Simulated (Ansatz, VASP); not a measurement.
# One calculation of Cs, two programs

INCAR

```
  ALGO = Normal
  EDIFF = 1E-6
  ENCUT = 520
  GGA = PE
  ISIF = 2
  ISMEAR = 0
  LASPH = T
  LCHARG = T
  LELF = T
  LREAL = F
  LVHAR = T
  LWAVE = F
  NBANDS = 10
  NELM = 100
  PREC = Accurate
  SIGMA = 0.1
```

The input KPOINTS:

```
k-points
0
Gamma
  12 12 12
```

Contents of POSCAR:

```
Cs
1.0
   -2.8888167670      2.8888167670      4.1810275171
    2.8888167670     -2.8888167670      4.1810275171
    2.8888167670      2.8888167670     -4.1810275171
Cs
1
Direct
    0.0000000000      0.0000000000      0.0000000000
```

Input for Ansatz:

```yaml
crystal:
  lattice:
    - [-2.888816767, 2.888816767, 4.1810275171]
    - [2.888816767, -2.888816767, 4.1810275171]
    - [2.888816767, 2.888816767, -4.1810275171]
  atoms:
    - { symbol: Cs, position: [0.0, 0.0, 0.0] }
basis:
  ecutwfc: 420
kpoints:
  mp_grid: { grid: [12, 12, 12] }
hamiltonian:
  xc: pbe
scf:
  occupations: { method: gaussian, width: 0.1 }
output:
  forces: true
  stress: true
  eigenvalues: true
```

Alike in both runs: task single point; functional PBE; k mesh 12 × 12 × 12; occupations gaussian, width 0.1 eV; no spin polarisation.

|  | VASP | Ansatz |
| --- | --- | --- |
| version | VASP 6.6.1 | Ansatz 0.2.0 |
| potentials or method | VASP PAW PBE potentials, release 64 (Cs_sv) | scalar-relativistic, plane waves, PAW |
| plane-wave cutoff (eV) | 520 | 420 |
| valence electrons in the cell | 9 | 9 |

|  | VASP | Ansatz | Ansatz less VASP |
| --- | --- | --- | --- |
| gap on the k mesh at the Fermi level (eV) | none | none | - |
| pressure (GPa) | -0.3 | -0.2 | +0.01 |

A gap of «none» marks a metal or a gap that the smearing closes.

Spin-orbit coupling is left out, which matters for the levels of Cs.
